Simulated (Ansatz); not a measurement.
**Vibrations of PbSe (Fm-3m) by finite displacements**

```
Pb Se
1.0
     0.00000    3.05109    3.05109
     3.05109    0.00000    3.05109
     3.05109    3.05109    0.00000
Pb Se
1 1
Cartesian
  0.0000 0.0000 0.0000
  3.0511 3.0511 3.0511
```

Conventional cell: a = 6.102 Å, b = 6.102 Å, c = 6.102 Å, α = 90.00°, β = 90.00°, γ = 90.00°. Around Pb (atom 1) lie 6 Se at 3.05 Å. Around Se (atom 2) lie 6 Pb at 3.05 Å.

Unless marked otherwise, the numbers come from PBEsol, all-electron LAPW in Ansatz 0.2.0, scalar-relativistic. k mesh 10×10×10, fixed occupations, basis error target 0.5 meV/atom. The cell was relaxed by PAW under this functional.

Atoms are displaced by 0.01 Å in the smallest supercells that hold the wave vectors of a 2×2×2 mesh. Negative values stand for unstable modes. The zone centre has no LO-TO term.

Question: What are the phonon energies at the solved wave vectors, in cm⁻¹?

Answer: 

```
                q  point                         modes (cm⁻¹)
0.000 0.000 0.000  Gamma                            45.1 (×3)
0.500 0.000 0.000      L  55.4 (×2), 100.0, 124.2 (×2), 142.7
0.500 0.500 0.000      X     33.0 (×2), 48.1, 78.6 (×2), 81.0
```

Question: Is the structure dynamically stable at these wave vectors?

Answer: Yes, no mode is unstable there; wave vectors off this mesh aren't tested.

Question: How do the optical zone-centre modes decompose, and which are active?

Answer: Point group m-3m: Γ_opt = T1u.

```tsv
label	cm⁻¹	activity	mostly
T1u	45.1	IR	Se (72 %)
```

Question: How well do frozen-core PAW files reproduce these all-electron values?

Answer: With a cutoff of 420 eV and displacements of 0.0025 Å, the r.m.s. difference over the modes is 0.0 cm⁻¹; the largest difference is 81.1 (PAW) against 81.0 cm⁻¹ (LAPW).

Question: Linear response on PAW files adds the field. What are the dielectric tensor, the Born charges and the LO shift?

Answer: ε∞ = (25.13, 25.13, 25.13) along x, y, z with local fields. Born charges (xx, yy, zz): Pb1 (4.84, 4.84, 4.84); Se2 (-4.84, -4.84, -4.84). The highest zone-centre mode lies at 45.1 cm⁻¹ without the macroscopic field and at 127.0 cm⁻¹ with it, for q along x. Lyddane-Sachs-Teller then gives ε₀ = ε∞ (ω_LO/ω_TO)² = 199.54. With the ions free to follow the field, the program's ε₀ is (199.56, 199.56, 199.56). It goes as 1/ω² of soft polar modes here, so it is very sensitive to volume and functional.

Known limits: no spin-orbit coupling on heavy atoms; the gap is tiny at this level, and band order or a closed gap can change these values; the frozen-core PAW files of the compared runs were fitted under PBE, their cores solved anew for this functional; field response not resolved by the mesh; semilocal gaps are low, and ε∞ tends to come out large.
